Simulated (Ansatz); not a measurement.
Crystal: Te2Mo.

```
Te Mo
1.0
     6.33000    0.00000    0.00000
     0.00000    3.46900    0.00000
    -0.94679    0.00000   13.82762
Te Mo
8 4
Cartesian
  5.4013 2.6018 8.3588
  -0.0181 0.8672 5.4688
  4.9099 0.8672 11.7728
  0.4733 2.6018 2.0548
  1.7550 2.6018 12.3826
  3.6282 0.8672 1.4450
  2.1916 0.8672 8.9658
  3.1917 2.6018 4.8618
  4.2299 2.6018 13.7253
  1.1533 0.8672 0.1023
  3.8493 0.8672 6.8225
  1.5339 2.6018 7.0051
```

```yaml
Program: Ansatz 0.2.0
Task: relaxation of cell and atoms
Functional: SVWN5
Potentials_or_basis: Ansatz PAW
Cutoff: "420 eV (not typed: the program's choice for these potentials)"
k_mesh: 4 × 8 × 2
Occupations: fermi-dirac, width 0.05 eV
Spin: no spin polarisation
```

At the start: volume 25.30 Å³/atom.

Task: How do energy, volume and symmetry change on relaxing?

Result: It ends after 7 steps and the volume is 24.00 Å³/atom (-5.1 %); space group P2_1/m (No. 11, to 0.05 Å).

Step by step:
```tsv
step	energy change (eV)	largest force (eV/Å)	volume (Å³)
1	0.0000	0.4191	303.64
2	-0.1253	0.0883	293.38
3	-0.1361	0.0977	286.71
4	-0.1405	0.1024	287.58
5	-0.1428	0.0108	287.88
6	-0.1428	0.0031	288.03
7	-0.1394	0.0032	288.03
```

Final structure:
```yaml
crystal:
  lattice:
    - [6.29617, 0.00000, 0.04927]
    - [0.00000, 3.44272, 0.00000]
    - [-0.83410, 0.00000, 13.28163]
  atoms:
    - { symbol: Te, position: [0.94170, 0.75000, 0.60512] }
    - { symbol: Te, position: [0.05830, 0.25000, 0.39488] }
    - { symbol: Te, position: [0.90781, 0.25000, 0.84677] }
    - { symbol: Te, position: [0.09219, 0.75000, 0.15323] }
    - { symbol: Te, position: [0.41572, 0.75000, 0.89517] }
    - { symbol: Te, position: [0.58428, 0.25000, 0.10483] }
    - { symbol: Te, position: [0.43854, 0.25000, 0.65285] }
    - { symbol: Te, position: [0.56146, 0.75000, 0.34715] }
    - { symbol: Mo, position: [0.81808, 0.75000, 0.99256] }
    - { symbol: Mo, position: [0.18192, 0.25000, 0.00744] }
    - { symbol: Mo, position: [0.68025, 0.25000, 0.49357] }
    - { symbol: Mo, position: [0.31975, 0.75000, 0.50643] }
```

Caveat: the plane-wave basis is chosen anew once the cell has moved, so the energies of steps on either side of that aren't comparable; the PAW data sets come from PBE, with cores solved anew for the run's functional, which leaves a small shift of forces and pressure.
